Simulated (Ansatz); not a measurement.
## Molecular dynamics of CaF2

Input file:

```yaml
crystal:
  lattice:
    - [5.626907, 0.0, 0.0]
    - [0.0, 5.626907, 0.0]
    - [0.0, 0.0, 5.626907]
  atoms:
    - { symbol: Ca, position: [0.5, 0.5, 0.5] }
    - { symbol: F, position: [0.25, 0.25, 0.25] }
    - { symbol: F, position: [0.75, 0.75, 0.75] }
    - { symbol: Ca, position: [0.0, 0.0, 0.5] }
    - { symbol: F, position: [0.75, 0.75, 0.25] }
    - { symbol: F, position: [0.25, 0.25, 0.75] }
    - { symbol: Ca, position: [0.0, 0.5, 0.0] }
    - { symbol: F, position: [0.75, 0.25, 0.75] }
    - { symbol: F, position: [0.25, 0.75, 0.25] }
    - { symbol: Ca, position: [0.5, 0.0, 0.0] }
    - { symbol: F, position: [0.25, 0.75, 0.75] }
    - { symbol: F, position: [0.75, 0.25, 0.25] }
basis:
  ecutwfc: 420.0
kpoints:
  mp_grid: { grid: [2, 2, 2] }
hamiltonian:
  xc: pbe
  dispersion: d3bj
  pseudopotentials: { kind: paw, azcp: { folder: soft_1 } }
scf:
  occupations: { method: fermi_dirac, width: 0.36 }
  lower_state_search: "off"
md:
  timestep: 1.5
  n_steps: 240
  ensemble: nvt_langevin
  temperature: 4200.0
  initial_velocities: maxwell_boltzmann
  seed: 219656
  friction: 0.02
```

Run as:

```bash
$ ansatz run input.yaml --threads 1 --pin off --max-ram 3072MiB --backend cpu --events-out ev --progress --plain --runs-dir out
```

It starts from a structure without forces on its atoms.

Output, in part (step lines):

```
md step     0: t =     0.00 fs  T =  3850.0 K  F+E_penalty+E_count = -13760.83345175 eV  E_kin = 5.971812 eV  (10 SCF iters)
md step     1: t =     1.50 fs  T =  3440.4 K  F+E_penalty+E_count = -13760.80879773 eV  E_kin = 5.336513 eV  (8 SCF iters)
md step     2: t =     3.00 fs  T =  3153.5 K  F+E_penalty+E_count = -13760.74090517 eV  E_kin = 4.891430 eV  (8 SCF iters)
md step     3: t =     4.50 fs  T =  3799.2 K  F+E_penalty+E_count = -13760.62469974 eV  E_kin = 5.892950 eV  (8 SCF iters)
md step     4: t =     6.00 fs  T =  3761.3 K  F+E_penalty+E_count = -13760.44939637 eV  E_kin = 5.834199 eV  (8 SCF iters)
md step     5: t =     7.50 fs  T =  3523.7 K  F+E_penalty+E_count = -13760.22776166 eV  E_kin = 5.465641 eV  (7 SCF iters)
md step     6: t =     9.00 fs  T =  3258.7 K  F+E_penalty+E_count = -13759.96444421 eV  E_kin = 5.054636 eV  (7 SCF iters)
md step     7: t =    10.50 fs  T =  2876.2 K  F+E_penalty+E_count = -13759.65543996 eV  E_kin = 4.461314 eV  (6 SCF iters)
[... lines left out ...]
md step   239: t =   358.50 fs  T =  3628.6 K  F+E_penalty+E_count = -13755.15839136 eV  E_kin = 5.628341 eV  (7 SCF iters)
md step   240: t =   360.00 fs  T =  4688.2 K  F+E_penalty+E_count = -13755.62888413 eV  E_kin = 7.271933 eV  (9 SCF iters)
```

The steps, from the saved trajectory:

```csv
time (fs),T (K),potential energy less start (eV)
0,3850,0.000
12,2664,1.521
24,2663,4.988
36,2813,4.651
48,2798,3.269
60,3412,2.672
72,2765,3.217
84,3254,3.216
96,4393,3.816
108,3265,3.192
120,3073,3.457
132,2547,3.877
144,3479,3.590
156,4362,2.883
168,5568,3.190
180,4944,4.977
192,3373,7.714
204,4728,3.511
216,4834,3.513
228,4228,6.147
240,5690,4.353
252,4860,4.411
264,5689,4.289
276,5035,5.028
288,3147,6.814
300,3165,5.621
312,4765,4.187
324,5179,5.057
336,4915,5.418
348,3460,7.003
360,4688,5.205
```

All steps were run. A run of 0.36 ps of so small a system gives no equilibrium averages. Limits of this set-up: coarse k mesh.

Mean squared displacements from the first frame to the last, about the centre of mass: Ca 0.32 Å², F 2.88 Å².

Last frame:

```xyz
12
Lattice="5.6269 0.0000 0.0000 0.0000 5.6269 0.0000 0.0000 0.0000 5.6269" Properties=species:S:1:pos:R:3
Ca 2.647 3.533 3.612
F 0.406 1.116 5.377
F 3.624 5.121 4.611
Ca -0.483 0.755 3.444
F 2.800 5.332 2.266
F 1.297 1.955 7.740
Ca -0.464 3.196 0.420
F 3.105 1.540 4.514
F 0.255 4.720 1.378
Ca 2.107 -0.031 0.211
F 0.450 3.873 4.181
F 3.862 2.161 1.734
```

The run took 19 min on 1 thread of Arm Neoverse V1 (shared host), peak memory 0.52 GiB.
